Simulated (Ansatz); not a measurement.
SnSe2: band structure with PBEsol

Crystal: SnSe2.

```
CELL_PARAMETERS angstrom
3.81100 0.00000 0.00000
-1.90550 3.30042 0.00000
0.00000 0.00000 6.13600
ATOMIC_POSITIONS crystal
Sn 0.00000 0.00000 0.00000
Se 0.66667 0.33333 0.75100
Se 0.33333 0.66667 0.24900
```

```json
{"Program": "Ansatz 0.2.0", "Task": "band structure", "Functional": "PBEsol", "Potentials or basis": "Ansatz PAW", "Cutoff": "420 eV (not typed: the program's choice for these potentials)", "k mesh": "8 × 8 × 5", "Occupations": "fermi-dirac, width 0.05 eV", "Spin": "no spin polarisation", "Path": "[[\"G\", \"M\", \"K\", \"G\", \"A\", \"L\", \"H\", \"A\"], [\"L\", \"M\"], [\"K\", \"H\"]]", "Points for each segment of the path": "14"}
```

```json
{
 "Pressure": "2.5 GPa",
 "Largest force": "0.600 eV/Å",
 "Band gap on the k mesh": "0.74 eV, indirect (least direct gap 1.01 eV)",
 "Band gap along the path": "0.65 eV, indirect (least direct gap 1.01 eV)"
}
```

Forces on the atoms (eV/Å):
```
Sn   0.000  0.000  0.000
Se   0.000  0.000 -0.600
Se   0.000  0.000  0.600
```

Stress tensor (GPa, compression positive):
```
1.89 0.00 0.00
0.00 1.89 0.00
0.00 0.00 3.74
```

Levels at the corners of the path, in eV from the valence-band top:
| point | band 21 | band 22 | band 23 | band 24 | band 25 | band 26 |
| --- | --- | --- | --- | --- | --- | --- |
| Γ | -0.43 | -0.43 | -0.05 | 0.96 | 2.80 | 4.55 |
| M | -2.74 | -1.27 | -0.35 | 1.06 | 3.66 | 5.30 |
| K | -3.42 | -1.59 | -1.59 | 1.32 | 6.57 | 6.57 |
| Γ | -0.43 | -0.43 | -0.05 | 0.96 | 2.80 | 4.55 |
| A | -0.83 | -0.28 | -0.28 | 2.36 | 2.77 | 4.27 |
| L | -2.05 | -0.90 | -0.74 | 0.77 | 4.12 | 4.72 |
| H | -3.80 | -0.41 | -0.41 | 2.48 | 4.62 | 4.62 |
| A | -0.83 | -0.28 | -0.28 | 2.36 | 2.77 | 4.27 |
| L | -2.05 | -0.90 | -0.74 | 0.77 | 4.12 | 4.72 |
| M | -2.74 | -1.27 | -0.35 | 1.06 | 3.66 | 5.30 |
| K | -3.42 | -1.59 | -1.59 | 1.32 | 6.57 | 6.57 |
| H | -3.80 | -0.41 | -0.41 | 2.48 | 4.62 | 4.62 |

Wall time 6.1 s on 2 threads of Intel(R) Xeon(R) Platinum 8375C CPU @ 2.90GHz (Ice Lake) (shared host), peak memory 0.49 GiB.

Caveat: the k mesh misses the band edges, so the gap on the mesh is wider than the one along the path; spin-orbit coupling is left out, which moves the levels of the heavy elements; this functional lacks dispersion, which binds the layers, so the pressure and a relaxed spacing across them are unreliable; the PAW data sets come from PBE, with cores solved anew for the run's functional, which leaves a small shift of forces and pressure.
